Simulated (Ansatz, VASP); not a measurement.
## Two plane-wave programs on Ge

```
CELL_PARAMETERS angstrom
2.06924 3.95938 -3.45664
2.06924 -3.95938 -3.45664
-4.13848 0.00000 -6.91328
ATOMIC_POSITIONS crystal
Ge 0.51601 0.33700 0.92651
Ge 0.01601 0.83700 0.42651
Ge 0.66300 0.48399 0.57349
Ge 0.16300 0.98399 0.07349
Ge 0.83700 0.01601 0.92651
Ge 0.33700 0.51601 0.42651
Ge 0.98399 0.16300 0.57349
Ge 0.48399 0.66300 0.07349
```

Alike in both runs: task single point; functional PBE; k mesh 4 × 4 × 4; occupations gaussian, width 0.2 eV; no spin polarisation.

|  | VASP | Ansatz |
| --- | --- | --- |
| version | VASP 6.6.1 | Ansatz 0.2.0 |
| potentials or method | VASP PAW PBE potentials, release 64 (Ge_d) | scalar-relativistic, plane waves, PAW |
| plane-wave cutoff (eV) | 520 | 420 |
| valence electrons in the cell | 112 | 112 |

```tsv
	VASP	Ansatz	Ansatz less VASP
gap on the k mesh at the Fermi level (eV)	0.26	0.26	-0.002
least direct gap on the mesh (eV)	0.76	0.76	0.000
pressure (GPa)	0.0	0.0	+0.05
largest component of the traceless stress (GPa)	0.07	0.07	-0.001
rms of the force components (eV/Å)	0.004	0.005	+0.0013
```

Atom by atom the forces differ by 0.001 eV/Å (rms over components).
